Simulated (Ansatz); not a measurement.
# Cu: other elements on the same sites

One table from this session's results is given with a row withheld; the runs are named, their logs left out.

Computed with Ansatz 0.2.0 (DFT PBE, scalar-relativistic, plane waves, PAW, unless a step's input says otherwise).

3 further runs of the same task are left out: 3 set aside as unsound or not needed.

## The system as given

Symmetry: P6_3/mmc, No. 194, hexagonal system. The conventional cell has a = 2.567 Å, b = 2.567 Å, c = 8.387 Å, α = 90.00°, β = 90.00°, γ = 120.00°. Cu (site symmetry -3m) has 12 Cu at 2.57 Å as nearest neighbours. Cu (site symmetry -6m2) is surrounded by 12 Cu at 2.57 Å.

Structure file:

```
CELL_PARAMETERS angstrom
2.56704 0.00000 0.00000
-1.28352 2.22312 0.00000
0.00000 0.00000 8.38656
ATOMIC_POSITIONS crystal
Cu 0.00000 0.00000 0.00000
Cu 0.33333 0.66667 0.25000
Cu 0.00000 0.00000 0.50000
Cu 0.66667 0.33333 0.75000
```

It goes back to an entry of the Materials Project, which need not be the stable form.

This cell was relaxed beforehand with the same method: volume 11.97 Å³/atom, gap on the mesh none (metal).

Set-up of the first run:

input.yaml reads:

```yaml
crystal:
  lattice:
    - [3.4598797879, 0.0, 0.0]
    - [-1.729939894, 2.9963437903, 0.0]
    - [0.0, 0.0, 11.303472598]
  atoms:
    - { symbol: K, position: [0.0, 0.0, 0.0] }
    - { symbol: K, position: [0.3333333333, 0.6666666667, 0.25] }
    - { symbol: K, position: [0.0, 0.0, 0.5] }
    - { symbol: K, position: [0.6666666667, 0.3333333333, 0.75] }
basis:
  ecutwfc: 420
kpoints:
  mp_grid: { grid: [6, 6, 2] }
hamiltonian:
  xc: pbe
scf:
  occupations: { method: gaussian, width: 0.1 }
output:
  forces: true
  stress: true
  eigenvalues: true
```

Launch:

```
> ansatz run input.yaml --threads 1 --pin off --max-ram 2560MiB --backend cpu --events-out ev --progress --plain --runs-dir out
```

Among the steps run: A first look at the start (K); Rough relaxation on the coarse mesh (K); The relaxation (K); Quick check of gap, pressure and forces (Ag); Coarse relaxation (Ag); Full relaxation (Ag).

One table of the session follows, with a row left open; its other results are not shown here.

Lengths are those of the vectors of the cell that was run:

| swap | volume (Å³/atom) | a (Å) | b (Å) | c (Å) | moment (μB/cell) |
| --- | --- | --- | --- | --- | --- |
| none | 11.97 | 2.567 | 2.567 | 8.387 | 0.00 |
| Cu → Fe | 12.05 | 2.535 | 2.535 | 8.662 | 10.34 |
| Cu → Co | ? | ? | ? | ? | ? |
| Cu → K | 73.80 | 4.726 | 4.726 | 15.265 | 0.00 |
| Cu → Ag | 17.86 | 2.934 | 2.934 | 9.580 | 0.00 |

Q: Estimate the row for Cu → Co from the others.

The run gave: volume (Å³/atom): 10.88; a (Å): 2.492; b (Å): 2.492; c (Å): 8.093; moment (μB/cell): 6.52. In the column «volume (Å³/atom)» it is the lowest.

Lengths are those of the computed cell. Rows of earlier swaps come from the sessions before.
